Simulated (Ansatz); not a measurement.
Runs of Ansatz 0.2.0 on GaAs. It takes space group P-6m2 (No. 187, hexagonal). The conventional cell has a = 3.606 Å, b = 3.606 Å, c = 3.573 Å, α = 90.00°, β = 90.00°, γ = 120.00°. Around Ga (site symmetry -6m2) lie 6 As at 2.74 Å. Around As (site symmetry -6m2) lie 6 Ga at 2.74 Å. The cell was built by a generator and needn't be a form met in nature.

| task | level | spin | cell | k mesh | smearing | points for each segment of the path | gap on the mesh (eV) | pressure (GPa) | relaxed volume (Å³/atom) |
| --- | --- | --- | --- | --- | --- | --- | --- | --- | --- |
| single point | PBE | off | as given | 9 × 9 × 8 | gaussian 0.011 eV | - | none | -0.5 | - |
| relaxation of cell and atoms | LDA | off | relaxed | 9 × 9 × 8 | fermi-dirac 0.05 eV | - | none | 0.0 | 18.79 |
| band structure | LDA | SOC, no magnetisation | as given | 7 × 7 × 6 | fermi-dirac 0.05 eV | 14 | none | -5.9 | - |
| band structure | PBE | SOC, no magnetisation | as given | 7 × 7 × 6 | fermi-dirac 0.05 eV | 14 | none | (a) | - |
| relaxation of cell and atoms | PBE | off | relaxed | 9 × 9 × 8 | fermi-dirac 0.05 eV | - | none | 0.0 | 20.59 |
| band structure | LDA | off | as given | 9 × 9 × 8 | fermi-dirac 0.05 eV | 14 | none | (b) | - |
| band structure | PBEsol | off | as given | 9 × 9 × 8 | fermi-dirac 0.05 eV | 14 | none | -4.0 | - |
| band structure | PBE | off | as given | 9 × 9 × 8 | fermi-dirac 0.05 eV | 14 | none | -0.5 | - |
| relaxation of cell and atoms | PBEsol | off | relaxed | 9 × 9 × 8 | fermi-dirac 0.05 eV | - | none | 0.0 | 19.43 |

Alike in all rows: potentials or basis Ansatz PAW; cutoff (eV) 420.

**Question.** Estimate the missing entries.

**Answer.** (a) -0.7; (b) -5.7.

Caveats: the PAW data sets come from PBE, with cores solved anew for the run's functional, which leaves a small shift of forces and pressure (some runs); the plane-wave basis is chosen anew once the cell has moved, so the energies of steps on either side of that aren't comparable (some runs).

A k mesh can miss the band edges, and rows without SOC leave out spin-orbit coupling on As, Ga.

A gap of «none» marks a metal or a gap under the smearing width.
